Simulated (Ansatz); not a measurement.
The system is PbS.

```
Pb S
1.0
     3.65366    0.00000    0.00000
     0.00000    3.65366    0.00000
     0.00000    0.00000    3.65366
Pb S
1 1
Direct
  0.00000 0.00000 0.00000
  0.50000 0.50000 0.50000
```

Measurements of this composition are mostly on another form, of space group No. 225.

| Quantity | Value |
| --- | --- |
| Program | Ansatz 0.2.0 |
| Task | relaxation of cell and atoms |
| Functional | revPBE |
| Dispersion | D3(BJ) |
| Potentials or basis | Ansatz PAW |
| Cutoff | 420 eV (not typed: the program's choice for these potentials) |
| k mesh | 7 × 7 × 7 |
| Occupations | fermi-dirac, width 0.05 eV |
| Spin | no spin polarisation |

At the start: volume 24.39 Å³/atom.

How do energy, volume and symmetry change on relaxing?

It ends after 4 steps and the volume is 23.01 Å³/atom (-5.7 %); space group Pm-3m (No. 221, to 0.05 Å).

Step by step:
| step | energy change (eV) | largest force (eV/Å) | volume (Å³) |
| --- | --- | --- | --- |
| 1 | 0.0000 | 0.0000 | 48.77 |
| 2 | -0.0261 | 0.0000 | 45.60 |
| 3 | -0.0266 | 0.0000 | 46.01 |
| 4 | -0.0264 | 0.0000 | 46.01 |

Final structure:
```
Pb S
1.0
     3.58333    0.00000    0.00000
     0.00000    3.58333    0.00000
     0.00000    0.00000    3.58333
Pb S
1 1
Direct
  0.00000 0.00000 0.00000
  0.50000 0.50000 0.50000
```

Caveat: the plane-wave basis is chosen anew once the cell has moved, so the energies of steps on either side of that aren't comparable; pairwise dispersion overbinds metals, which lowers pressure and volume; the PAW data sets come from PBE, with cores solved anew for the run's functional, which leaves a small shift of forces and pressure.
